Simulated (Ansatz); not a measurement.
Crystal: MnO.

```
Mn O
1.0
     0.00000    2.22391    2.22391
     2.22391    0.00000    2.22391
     2.22391    2.22391    0.00000
Mn O
1 1
Direct
  0.00000 0.00000 0.00000
  0.50000 0.50000 0.50000
```

The cell is a database's computed one.

Base run:

| Item | Value |
| --- | --- |
| Program | Ansatz 0.2.0 |
| Functional | PBE0 |
| Potentials or basis | Ansatz PAW |
| Cutoff | 420 eV (not typed: the program's choice for these potentials) |
| k mesh | 6 × 6 × 6 |
| Occupations | fermi-dirac, width 0.05 eV |
| Spin | collinear spin, ferromagnetic start |
| Starting moments | [4.0, 0.0] μB |

Its results: band gap on the k mesh 1.96 eV, indirect (least direct gap 4.75 eV); pressure 0.9 GPa; net moment 5.00 μB per cell; site moments Mn +4.31; O +0.23 μB.

Problem. After a change of settings the same cell gave: band gap on the k mesh none (metal or under the smearing width); pressure 0.2 GPa; net moment 4.99 μB per cell; site moments Mn +4.26; O +0.26 μB. Which change was it?
A. functional from PBE0 to PBEsol
B. functional from PBE0 to RPBE
C. functional from PBE0 to LDA
D. functional from PBE0 to r2SCAN; cutoff from 420 eV (not typed: the program's choice for these potentials) to 500 eV (not typed: the program's choice for these potentials)

Solution. D.

PBE0 gives the wider gap, since exact exchange removes part of the self-interaction.

Caveats: some runs use coarse meshes; the magnetic or orbital state may not be the lowest; a cell with one magnetic atom can't hold antiferromagnetic order, which such compounds often take; the PAW data sets come from PBE, with cores solved anew for the run's functional, which leaves a small shift of forces and pressure; the thresholds are loose for stress (some runs); semilocal functionals often make such compounds metallic where correlation or magnetic order opens a gap, which also shifts bond lengths (some runs).
